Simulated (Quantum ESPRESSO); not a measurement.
MoSe2:

```xyz
6
Lattice="3.2880 0.0000 0.0000 -1.6440 2.8475 0.0000 0.0000 0.0000 12.9000" Properties=species:S:1:pos:R:3 pbc="T T T"
Mo    1.6440    0.9492    9.6750
Mo    0.0000    1.8983    3.2250
Se    1.6440    0.9492    4.8375
Se    0.0000    1.8983   11.2875
Se    1.6440    0.9492    1.6125
Se    0.0000    1.8983    8.0625
```

Base run:

* Program: Quantum ESPRESSO 7.5
* Functional: PBEsol
* Potentials or basis: GBRV 1.5 PBEsol
* Cutoff: 612 eV
* Density cutoff: 4898 eV
* k mesh: 9 × 9 × 2
* Occupations: fermi-dirac, width 0.05 eV
* Spin: no spin polarisation

Its results: band gap on the k mesh 0.87 eV, indirect (least direct gap 1.37 eV); pressure 3.0 GPa; largest force 0.792 eV/Å.

Q: The run is repeated on the same cell with these changes: functional from PBEsol to LDA; potentials or basis from GBRV 1.5 PBEsol to GBRV 1.5 LDA. What comes out?

A: Band gap on the k mesh 0.86 eV, indirect (least direct gap 1.37 eV); pressure 0.5 GPa; largest force 0.600 eV/Å.

Caveats: the cell's inner coordinates are idealised or old, which leaves forces on the atoms; an odd mesh through Γ misses points on the zone boundary, where band edges often lie (some runs); this functional lacks dispersion, which binds the layers, so the pressure and a relaxed spacing across them are unreliable (some runs).
